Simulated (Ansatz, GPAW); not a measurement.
This is a calculation of TaN for Ansatz 0.2.0. 

Contents of input.yaml:

```yaml
crystal:
  lattice:
    - [5.196, 0.0, 0.0]
    - [-2.598, 4.4998679981, 0.0]
    - [0.0, 0.0, 2.911]
  atoms:
    - { symbol: Ta, position: [0.0, 0.0, 0.0] }
    - { symbol: Ta, position: [0.6666666667, 0.3333333333, 0.5] }
    - { symbol: Ta, position: [0.3333333333, 0.6666666667, 0.5] }
    - { symbol: "N", position: [0.0, 0.39285, 0.0] }
    - { symbol: "N", position: [0.60715, 0.60715, 0.0] }
    - { symbol: "N", position: [0.39285, 0.0, 0.0] }
hamiltonian:
  xc: pbesol
  pseudopotentials: { kind: paw }
kpoints:
  mp_grid: { grid: [6, 6, 9] }
scf:
  occupations: { method: fermi_dirac, width: 0.05 }
output:
  forces: true
  stress: true
  eigenvalues: true
```

Potentials or basis: Ansatz PAW.

Launch:

```console
$ ansatz run input.yaml --threads 1 --pin off --max-ram 3584MiB --backend cpu --events-out ev --progress --plain --runs-dir out
```

What does the same run look like in GPAW 26.7.0 (ASE script)? Potentials or basis there: PAW data sets generated for this functional, cutoff 800 eV.

As run (cutoffs and basis follow the program's own potentials, and thresholds, step limits or extra output files can differ):

run.py

```python
from ase import Atoms
from ase.dft.bandgap import bandgap
from ase.io import write
from ase.units import GPa
from gpaw import GPAW, PW, setup_paths

setup_paths.insert(0, '.')

atoms = Atoms(['Ta', 'Ta', 'Ta', 'N', 'N', 'N'],
              cell=[[5.196, 0.0, 0.0],
                    [-2.598, 4.4998679981, 0.0],
                    [0.0, 0.0, 2.911]],
              scaled_positions=[[0.0, 0.0, 0.0],
                                [0.6666666667, 0.3333333333, 0.5],
                                [0.3333333333, 0.6666666667, 0.5],
                                [0.0, 0.39285, 0.0],
                                [0.60715, 0.60715, 0.0],
                                [0.39285, 0.0, 0.0]],
              pbc=True)

calc = GPAW(mode=PW(800),
            xc='PBEsol',
            kpts={'size': (6, 6, 9), 'gamma': True},
            occupations={'name': 'fermi-dirac', 'width': 0.05},
            nbands=49,
            convergence={'density': 1e-05, 'energy': 1e-05},
            maxiter=150,
            txt='gpaw.txt')
atoms.calc = calc
energy = atoms.get_potential_energy()
forces = atoms.get_forces()
stress = atoms.get_stress()
calc.write('gs.gpw')
write('result.traj', atoms)
print(f'Energy: {energy:.6f} eV')
print('Forces (eV/A):')
print(forces.round(4))
print('Stress (GPa):', (stress / GPa).round(3))
print('Fermi level:', round(calc.get_fermi_level(), 4), 'eV')
print(f'Gap: {bandgap(calc)[0]:.4f} eV, direct: {bandgap(calc, direct=True)[0]:.4f} eV')
```

Potentials or basis: PAW data sets generated in the run's folder for this functional, pw.

Command:

```bash
$ gpaw-setup -f PBEsol N Ta
$ OMP_NUM_THREADS=1 python run.py
```

Both were run:

|  | Ansatz | GPAW |
| --- | --- | --- |
| Pressure | -3.8 GPa | -3.9 GPa |

Ansatz's pressure holds a Pulay term of +0.46 GPa for its cutoff of 420 eV, which the other run lacks.

Ansatz's potentials were made for PBE.

Where Ansatz's input types no cutoff or centring, it takes its own default and a Γ-centred mesh.

Pressure is positive in compression.
